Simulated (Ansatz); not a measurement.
## Relativistic treatment of AlN

```
CELL_PARAMETERS angstrom
0.00000 1.97800 1.97800
1.97800 0.00000 1.97800
1.97800 1.97800 0.00000
ATOMIC_POSITIONS crystal
Al 0.00000 0.00000 0.00000
N 0.50000 0.50000 0.50000
```

Atoms are numbered in the order listed.

The geometry is COD entry 1523095, unchecked; take it as a test cell.

One fixed cell is solved with PBE by all-electron LAPW in Ansatz 0.2.0 under different relativistic treatments. Pressure is positive in compression.

Sampling and basis: a Γ-centred 10×10×10 k mesh, Fermi–Dirac smearing of 0.02 eV, basis error target 1 meV/atom, no spin polarisation.

(1) Order the settings by the pressure that they give at this fixed cell, lowest first.
A. scalar-relativistic
B. non-relativistic

Answers

(1) A (25.5 GPa), B (25.8 GPa).
